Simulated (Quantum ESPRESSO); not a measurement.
## KI: dielectric tensor with PBEsol

**The experiment to reproduce.**

From a printed reference work, monograph, for a bulk crystal of KI: high-frequency dielectric constant 2.65.

Crystal: KI.

```
I K
1.0
     0.00000    3.53277    3.53277
     3.53277    0.00000    3.53277
     3.53277    3.53277    0.00000
I K
1 1
Direct
  0.50000 0.50000 0.50000
  0.00000 0.00000 0.00000
```

| Item | Value |
| --- | --- |
| Program | Quantum ESPRESSO 7.5 |
| Task | dielectric tensor |
| Functional | PBEsol |
| Potentials or basis | PseudoDojo 0.4.1 SR PBEsol standard |
| Cutoff | 1007 eV |
| Density cutoff | 4027 eV |
| k mesh | 4 × 4 × 4, shifted |
| Occupations | fermi-dirac, width 0.05 eV |
| Spin | no spin polarisation |
| Mixing beta | 0.5 |
| Most SCF iterations | 120 |
| SCF threshold | 4e-10 Ry |

```
Pressure                                : -0.3 GPa
Electronic dielectric tensor (diagonal) : 2.91
Born charges (mean of the diagonal)     : I -1.14; K +1.14 e
```

Levels at points of the mesh, in eV from the valence-band top:
```csv
k point,band 6,band 7,band 8,band 9,band 10,band 11
"(0.12, 0.12, 0.12)",-0.21,0.00,0.00,4.26,6.41,6.67
```

Electronic dielectric tensor:
```
2.91 0.00 0.00
0.00 2.91 0.00
0.00 0.00 2.91
```

Born effective charge tensors (e):
atom 1, I
```
-1.14  0.00  0.00
 0.00 -1.14  0.00
 0.00  0.00 -1.14
```
atom 2, K
```
1.14 0.00 0.00
0.00 1.14 0.00
0.00 0.00 1.14
```

It took 2.7 min on 1 thread of Arm Neoverse V2, on a shared host, peak memory 0.13 GiB.

Against the measured high-frequency dielectric constant of KI, 2.65 (a printed reference work, monograph), the calculated 2.91 is off by +9.9 %.

The run has no spin-orbit coupling, so splittings on I are missing.
